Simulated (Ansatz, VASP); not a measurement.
## Al in VASP and in Ansatz

```
CELL_PARAMETERS angstrom
0.00000 2.01996 2.01996
2.01996 0.00000 2.01996
2.01996 2.01996 0.00000
ATOMIC_POSITIONS crystal
Al 0.00000 0.00000 0.00000
```

Alike in both runs: task single point; functional PBE; k mesh 13 × 13 × 13; occupations fermi-dirac, width 0.3 eV; no spin polarisation.

|  | VASP | Ansatz |
| --- | --- | --- |
| version | VASP 6.6.1 | Ansatz 0.2.0 |
| potentials or method | VASP PAW PBE potentials, release 64 (Al) | plane waves (420 eV) with PAW, scalar-relativistic |
| plane-wave cutoff (eV) | 520 | 420 |
| valence electrons in the cell | 3 | 3 |

VASP gave:

* pressure (GPa): 0.4

Which values does Ansatz return?

Pressure (GPa): 0.5.

The functional is the same, so the differences come from potentials, cutoffs and numerics.
